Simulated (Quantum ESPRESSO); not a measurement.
**NaI in Quantum ESPRESSO: the effect of functional**

NaI:

```
I Na
1.0
     0.00000    3.23640    3.23640
     3.23640    0.00000    3.23640
     3.23640    3.23640    0.00000
I Na
1 1
Direct
  0.50000 0.50000 0.50000
  0.00000 0.00000 0.00000
```

Alike in all runs:

```yaml
Program: Quantum ESPRESSO 7.5
Task: dielectric tensor
Cutoff: 612 eV
Density_cutoff: 4898 eV
k_mesh: 6 × 6 × 6, shifted
Occupations: fermi-dirac, width 0.05 eV
Spin: no spin polarisation
```

```csv
functional,potentials or basis,pressure (GPa),dielectric constant (mean)
LDA,GBRV 1.5 LDA,-1.6,3.46
PBEsol,GBRV 1.5 PBEsol,-0.5,3.42
WC,GBRV 1.5 PBE,-0.4,3.42
BLYP,GBRV 1.5 PBE,?,?
AM05,GBRV 1.5 PBE,0.2,3.36
```

What does the run with functional BLYP give?

Pressure 1.4 GPa; dielectric constant 3.29 mean.

Caveats: the potentials were made for another functional, which shifts forces and pressure (some runs).

Runs at the PBE level aren't shown here.
